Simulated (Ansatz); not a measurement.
## Nudged elastic band run: Si$_{12}$O$_{23}$, charge -2

Input:

```yaml
crystal:
  lattice:
    - [-2.4986, 4.327702, 5.4571]
    - [4.9972, 0.0, 5.4571]
    - [4.9972, 8.655404, 0.0]
  atoms:
    - { symbol: Si, position: [0.74729917, 0.24118676, 0.12775179] }
    - { symbol: Si, position: [0.15781982, 0.16754002, 0.18489164] }
    - { symbol: Si, position: [0.56654404, 0.08613824, 0.95447059] }
    - { symbol: O, position: [0.96831165, 0.1429892, 0.1485905] }
    - { symbol: O, position: [0.33906406, 0.16260079, 0.03644033] }
    - { symbol: O, position: [0.20951277, 0.98141794, 0.32162508] }
    - { symbol: O, position: [0.11452675, 0.37130348, 0.22636971] }
    - { symbol: O, position: [0.7092057, 0.12542084, 0.03064247] }
    - { symbol: Si, position: [0.76667975, 0.24887995, 0.62199944] }
    - { symbol: Si, position: [0.16966374, 0.15909125, 0.70430283] }
    - { symbol: Si, position: [0.57825592, 0.0925433, 0.46130734] }
    - { symbol: O, position: [0.98617005, 0.16469762, 0.64429864] }
    - { symbol: O, position: [0.35936005, 0.16197347, 0.55891054] }
    - { symbol: O, position: [0.1008426, 0.66380851, 0.5352532] }
    - { symbol: O, position: [0.19731361, 0.9590756, 0.83471356] }
    - { symbol: O, position: [0.13505986, 0.35213708, 0.75989018] }
    - { symbol: O, position: [0.73898481, 0.1357655, 0.51820702] }
    - { symbol: Si, position: [0.24851813, 0.73723029, 0.37848278] }
    - { symbol: Si, position: [0.67595899, 0.67166878, 0.41032296] }
    - { symbol: Si, position: [0.08888643, 0.62325619, 0.16274653] }
    - { symbol: O, position: [0.48355768, 0.65806749, 0.37411887] }
    - { symbol: O, position: [0.85048612, 0.68999872, 0.25935321] }
    - { symbol: O, position: [0.58984282, 0.21543946, 0.2896797] }
    - { symbol: O, position: [0.73490204, 0.4804178, 0.54086331] }
    - { symbol: O, position: [0.63611381, 0.86126109, 0.47182457] }
    - { symbol: O, position: [0.22178765, 0.65647796, 0.25643795] }
    - { symbol: Si, position: [0.22474414, 0.70769568, 0.86415444] }
    - { symbol: Si, position: [0.65509419, 0.65648287, 0.91282398] }
    - { symbol: Si, position: [0.09319016, 0.60270054, 0.72047975] }
    - { symbol: O, position: [0.45998005, 0.62645399, 0.89254633] }
    - { symbol: O, position: [0.8372321, 0.66738591, 0.76655217] }
    - { symbol: O, position: [0.60627267, 0.20902917, 0.78179488] }
    - { symbol: O, position: [0.72188627, 0.47319458, 0.04859732] }
    - { symbol: O, position: [0.60971139, 0.85368684, 0.97056978] }
    - { symbol: O, position: [0.29771282, 0.69142859, 0.68145192] }
total_charge: -2
basis:
  ecutwfc: 420.0
kpoints:
  mp_grid: { grid: [2, 2, 2] }
hamiltonian:
  xc: pbe
  dispersion: d3bj
  pseudopotentials: { kind: paw, azcp: { folder: soft_1 } }
scf:
  occupations: { method: gaussian, width: 0.02 }
  lower_state_search: "off"
neb:
  images: 5
  f_tol: 0.03
  initial_path: linear
  max_iterations: 80
  final_atoms:
    - { symbol: Si, position: [0.76147095, 0.24855442, 0.1219801] }
    - { symbol: Si, position: [0.17114623, 0.17294595, 0.18601148] }
    - { symbol: Si, position: [0.56964543, 0.10966887, 0.95010603] }
    - { symbol: O, position: [0.98446809, 0.1589874, 0.13862396] }
    - { symbol: O, position: [0.34740674, 0.20509951, 0.03153133] }
    - { symbol: O, position: [0.24240432, 0.96312376, 0.29472038] }
    - { symbol: O, position: [0.11730494, 0.35784488, 0.25455401] }
    - { symbol: O, position: [0.72943831, 0.14982425, 0.01014927] }
    - { symbol: Si, position: [0.76276789, 0.24395151, 0.61353222] }
    - { symbol: Si, position: [0.16387372, 0.16307447, 0.68286053] }
    - { symbol: Si, position: [0.57790091, 0.0772183, 0.45246643] }
    - { symbol: O, position: [0.98062481, 0.13405244, 0.64359152] }
    - { symbol: O, position: [0.35218732, 0.16333961, 0.5406866] }
    - { symbol: O, position: [0.09548173, 0.71082024, 0.527184] }
    - { symbol: O, position: [0.21348588, 0.98086179, 0.82196251] }
    - { symbol: O, position: [0.10421432, 0.36498764, 0.73403373] }
    - { symbol: O, position: [0.72757242, 0.12454842, 0.51795499] }
    - { symbol: Si, position: [0.25452275, 0.71686594, 0.35454492] }
    - { symbol: Si, position: [0.68527653, 0.65573428, 0.38515915] }
    - { symbol: Si, position: [0.09358419, 0.60635885, 0.23323325] }
    - { symbol: O, position: [0.45840261, 0.62091473, 0.41392515] }
    - { symbol: O, position: [1.08010131, 0.69837188, 0.05159965] }
    - { symbol: O, position: [0.60317292, 0.2025496, 0.27988932] }
    - { symbol: O, position: [0.7489195, 0.47254529, 0.53585153] }
    - { symbol: O, position: [0.62264145, 0.84706032, 0.4682253] }
    - { symbol: O, position: [0.33372596, 0.62530905, 0.20242982] }
    - { symbol: Si, position: [0.23237355, 0.74193637, 0.89183603] }
    - { symbol: Si, position: [0.6508007, 0.67312196, 0.92937188] }
    - { symbol: Si, position: [0.05803751, 0.60672478, 0.69881472] }
    - { symbol: O, position: [0.46440623, 0.64710413, 0.89223329] }
    - { symbol: O, position: [0.82613527, 0.68775298, 0.77683349] }
    - { symbol: O, position: [0.60095248, 0.2131871, 0.77505931] }
    - { symbol: O, position: [0.73553002, 0.48343884, 0.04939073] }
    - { symbol: O, position: [0.60440608, 0.87342678, 0.97973853] }
    - { symbol: O, position: [0.19189236, 0.65241823, 0.77932801] }
  order_check: true
```

Command:

```bash
$ ansatz run input.yaml --threads 4 --pin off --max-ram 10240MiB --backend cpu --events-out ev --progress --plain --runs-dir out
```

Output, in part (warnings, iteration lines):

```
NEB end point (image 0): max|allowed force component| = 2.227e-2 eV/Å (the criterion of neb.relax_end_points is 1.000e-2)
NEB end point (image 6): max|allowed force component| = 1.478e-2 eV/Å (the criterion of neb.relax_end_points is 1.000e-2)
NEB iter   1: max|band force component| = 7.995e1 eV/Å  barrier→ = 18.8922 eV  barrier← = 18.7292 eV  Δτ_max = 0.1984 Å  (75 SCF iters)
NEB iter   2: max|band force component| = 1.651e1 eV/Å  barrier→ = 5.5465 eV  barrier← = 5.3835 eV  Δτ_max = 0.1947 Å  (54 SCF iters)
NEB iter   3: max|band force component| = 9.744e0 eV/Å  barrier→ = 3.5889 eV  barrier← = 3.4259 eV  Δτ_max = 0.2000 Å  (51 SCF iters)
NEB iter   4: max|band force component| = 3.839e0 eV/Å  barrier→ = 2.4790 eV  barrier← = 2.3160 eV  Δτ_max = 0.2000 Å  (51 SCF iters)
NEB iter   5: max|band force component| = 1.587e0 eV/Å  barrier→ = 1.6914 eV  barrier← = 1.5285 eV  Δτ_max = 0.1977 Å  (47 SCF iters)
NEB iter   6: max|band force component| = 1.887e0 eV/Å  barrier→ = 1.2475 eV  barrier← = 1.0846 eV  Δτ_max = 0.0749 Å  (45 SCF iters)
NEB iter   7: max|band force component| = 1.355e0 eV/Å  barrier→ = 1.1140 eV  barrier← = 0.9511 eV  Δτ_max = 0.1034 Å  (42 SCF iters)
NEB iter   8: max|band force component| = 1.693e0 eV/Å  barrier→ = 1.0737 eV  barrier← = 0.9108 eV  CI = image 5  Δτ_max = 0.2000 Å  (45 SCF iters)
[... lines left out ...]
```

The forces met the threshold. The band force fell under the threshold earlier too, but the program's further tests of the path sent the band on. The profile has 2 maxima (images 1, 5) with wells between them (image 3): this band takes more than one step, which may be the mechanism or a detour left from its start path. Neighbouring images differ by up to 1.4 eV, so the band resolves the path poorly. By the program's own check the climbing image is of a kind that is not told: the force calls were inconclusive, a negative curvature could not be distinguished from the path's own, the only one lies far off the path, or fixed occupations may fill a level only in part (lowest curvatures found: -4.43 and 0.24 eV/Å²). Limits of this set-up: no spin, though dangling bonds at a vacancy may carry it, a small cell, in which the defect meets its images, charged cell in a uniform background, uncorrected.

Final band (atoms are numbered from 1 in the order of the input):

```csv
image,path coordinate (Å),energy (eV),Si19–O22 (Å),Si27–Si29 (Å),Si18–Si20 (Å)
0,0.00,0.00,1.62,2.41,3.21
1,1.64,0.55,1.62,2.86,3.04
2,3.28,0.49,2.62,3.18,3.24
3,4.92,0.39,2.83,3.07,3.20
4,6.56,0.50,3.11,3.01,3.19
5,8.20,1.55,3.98,2.67,3.14
6,10.31,0.16,3.61,3.19,2.41
```

Time of the run: 30 min on 4 threads of AMD EPYC 9R45 96-Core Processor (Zen 5) (shared host), peak memory 3.7 GiB.
